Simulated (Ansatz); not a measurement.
# Cs: the cost of one run

Program: Ansatz 0.2.0. Level of theory: DFT PBE, scalar-relativistic, plane waves, PAW. These are calculated values, not measurements.

### Step 1. The starting structure

The structure is orthorhombic, space group Pbcm (No. 57). Conventional cell: a = 5.519 Å, b = 10.052 Å, c = 8.988 Å, α = 90.00°, β = 90.00°, γ = 90.00°.

Structure file:

```
CELL_PARAMETERS angstrom
5.51926 0.00000 0.00000
0.00000 10.05168 0.00000
0.00000 0.00000 8.98807
ATOMIC_POSITIONS crystal
Cs 0.73930 0.39474 0.75000
Cs 0.26070 0.60526 0.25000
Cs 0.73930 0.10526 0.25000
Cs 0.26070 0.89474 0.75000
```

The structure comes from the Materials Project (structure only).

### Step 2. Self-consistent density

input.yaml

```yaml
crystal:
  lattice:
    - [5.51925725, 0.0, 0.0]
    - [0.0, 10.0516815, 0.0]
    - [0.0, 0.0, 8.98807487]
  atoms:
    - { symbol: Cs, position: [0.73930103, 0.3947436, 0.75] }
    - { symbol: Cs, position: [0.26069897, 0.6052564, 0.25] }
    - { symbol: Cs, position: [0.73930103, 0.1052564, 0.25] }
    - { symbol: Cs, position: [0.26069897, 0.8947436, 0.75] }
basis:
  ecutwfc: 500
  fft_grid_basis: typed
kpoints:
  mp_grid: { grid: [6, 4, 4] }
hamiltonian:
  xc: pbe
  pseudopotentials: { kind: paw }
scf:
  occupations: { method: gaussian, width: 0.05 }
output:
  forces: true
  stress: true
  eigenvalues: true
  bader: true
  write_density: true
  volumetric_format: npy
  elf: true
```

Run with:

```bash
> ansatz run input.yaml --threads 1 --pin off --max-ram 2560MiB --backend cpu --events-out ev --progress --plain --runs-dir out
```

What time and memory should one allow on 1 thread of Arm Neoverse N1, shared host?

About 1.9 min, with a peak of 0.83 GiB.
